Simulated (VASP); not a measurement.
Set up this calculation in VASP 6.6.1, as the native input.

| Property | Result |
| --- | --- |
| Task | single point |
| Functional | PBE |
| Potentials or basis | VASP PAW PBE potentials, release 64 (Be, Se) |
| Cutoff | 520 eV |
| k mesh | 8 × 8 × 8 |
| Occupations | gaussian, width 0.02 eV |
| Spin | no spin polarisation |
| Dipole correction | no |
| Further INCAR settings | ALGO = Normal; EDIFF = 1e-07; NBANDS = 11 |

The structure of BeSe lies in POSCAR:

```
BeSe
1.0
    0.0000000000      2.5356342910      2.5356342910
    2.5356342910      0.0000000000      2.5356342910
    2.5356342910      2.5356342910      0.0000000000
Be Se
1 1
Direct
    0.0000000000      0.0000000000      0.0000000000
    0.7500000000      0.7500000000      0.7500000000
```

The cell isn't the ideal one: S replaced by Se, lengths x 1.045, strained and moved within the space group.

One way to write it, as run:

INCAR

```
PREC = Accurate
ENCUT = 520
EDIFF = 1E-7
ISMEAR = 0
SIGMA = 0.02
LREAL = F
LASPH = T
NELM = 100
ALGO = Normal
ISIF = 2
LWAVE = F
LCHARG = T
GGA = PE
LELF = T
LVHAR = T
NBANDS = 11
```

KPOINTS

```
Automatic mesh
0
Gamma
  8 8 8
```

Potentials or basis: VASP PAW PBE potentials, release 64 (Be, Se).

Run with:

```sh
$ cat potpaw_PBE.64/Be/POTCAR potpaw_PBE.64/Se/POTCAR > POTCAR
$ mpirun -np 1 vasp_std > vasp.out
```

It gave:

```json
{
 "Pressure": "5.5 GPa",
 "Band gap on the k mesh": "2.52 eV, indirect (least direct gap 4.69 eV)"
}
```

Run time: 5.7 s on 1 thread of Intel(R) Xeon(R) 6975P-C (Granite Rapids), with other jobs on the host, peak memory 0.15 GiB.
